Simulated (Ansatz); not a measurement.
# Relaxing TePt in the zincblende type

First guess:

```xyz
2
Lattice="0.0000 3.1621 3.1621 3.1621 0.0000 3.1621 3.1621 3.1621 0.0000" Properties=species:S:1:pos:R:3 pbc="T T T"
Pt    0.0000    0.0000    0.0000
Te    1.5810    1.5810    1.5810
```

All numbers below come from DFT, PBE, PAW with Ansatz's default frozen-core files, scalar-relativistic in Ansatz 0.2.0.

Cell and atoms relax within the symmetry of the start on a 9×9×9 k mesh with 0.05 eV Fermi–Dirac smearing.

The start is built from a prototype, known or not as a phase of this compound; the cutoff is 420 eV.

Spin–orbit coupling is left out, though it moves levels of the heavy atoms by tenths of an eV or more.

Q: What is the pressure of the first guess?

A: -8.22 GPa.

Q: What does it relax to?

A: a = 6.031 Å, b = 6.031 Å, c = 6.031 Å, α = 90.00°, β = 90.00°, γ = 90.00° (conventional cell), 27.42 Å³ per atom:
```xyz
2
Lattice="0.0000 3.0156 3.0156 3.0156 0.0000 3.0156 3.0156 3.0156 0.0000" Properties=species:S:1:pos:R:3 pbc="T T T"
Pt    0.0000    0.0000    0.0000
Te    1.5078    1.5078    1.5078
```

Q: How much energy does the relaxation release?

A: 125 meV/atom.
